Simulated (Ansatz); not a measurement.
A computed series for InN: response to strain

Consider InN in the wurtzite structure (space group P6_3mc, No. 186; a = 3.5373 Å, c = 5.7140 Å). Axes: x lies along a and z along c of the hexagonal cell.

Strains are applied to the cell and any free atomic positions relax; under biaxial strain the out-of-plane vector relaxes too; under stress the whole cell relaxes.

All numbers come from PBEsol/PAW in Ansatz (a program for electronic structure), spin-orbit coupling left out, earlier PAW set.

Notes on the quantities. pressure: mean of the normal stresses, compression positive; energy relative to the base: free energy F.

```tsv
change	volume per atom	pressure	energy relative to the base	space group
base	15.48 Å³	0.0 GPa	0 meV/atom	P6_3mc (No. 186)
biaxial strain −1.72 %, plane normal [001], relaxed out of plane	15.15 Å³	3.0 GPa	–	P6_3mc (No. 186)
biaxial strain +3.68 %, plane normal [001], relaxed out of plane	16.12 Å³	-5.4 GPa	–	P6_3mc (No. 186)
isotropic strain −5.62 %	13.01 Å³	35.0 GPa	+0.230 eV/atom	P6_3mc (No. 186)
isotropic strain −4.52 %	13.47 Å³	25.9 GPa	+143 meV/atom	P6_3mc (No. 186)
isotropic strain −2.54 %	14.33 Å³	12.5 GPa	+42 meV/atom	P6_3mc (No. 186)
isotropic strain −1.10 %	14.97 Å³	4.9 GPa	+7.4 meV/atom	P6_3mc (No. 186)
uniaxial strain ε_xx = −3.11 %	15.00 Å³	4.6 GPa	+10 meV/atom	Cmc2_1 (No. 36)
uniaxial strain ε_yy = +2.87 %	15.92 Å³	-3.7 GPa	+8.3 meV/atom	Cmc2_1 (No. 36)
uniaxial stress, 8 GPa tension along z	15.80 Å³	–	+16 meV/atom	P6_3mc (No. 186)
```

A case with no gap was solved on a k-mesh chosen for an insulator, which is coarse for it. Beyond what the load breaks, stability against distortions was not tested. The final runs are not spin-polarised.
